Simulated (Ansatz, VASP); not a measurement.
# BP in VASP and in Ansatz

```xyz
2
Lattice="0.0000 2.2742 2.2742 2.2742 0.0000 2.2742 2.2742 2.2742 0.0000" Properties=species:S:1:pos:R:3 pbc="T T T"
B     0.0000    0.0000    0.0000
P     1.1371    1.1371    1.1371
```

Alike in both runs: task single point; functional PBEsol; k mesh 10 × 10 × 10; occupations gaussian, width 0.02 eV; no spin polarisation.

|  | VASP | Ansatz |
| --- | --- | --- |
| version | VASP 6.6.1 | Ansatz 0.2.0 |
| potentials or method | VASP PAW PBE potentials, release 64 (B, P) | scalar-relativistic, plane waves, PAW |
| plane-wave cutoff (eV) | 520 | 420 |
| valence electrons in the cell | 8 | 8 |

```csv
,VASP,Ansatz,Ansatz less VASP
gap on the k mesh at the Fermi level (eV),1.14,1.14,+0.004
least direct gap on the mesh (eV),3.35,3.35,+0.005
pressure (GPa),-2.9,-3.0,-0.10
```

Caveats: the PAW data sets were made with another functional, which shifts forces and pressure a little (VASP). A k mesh can miss the band edges.
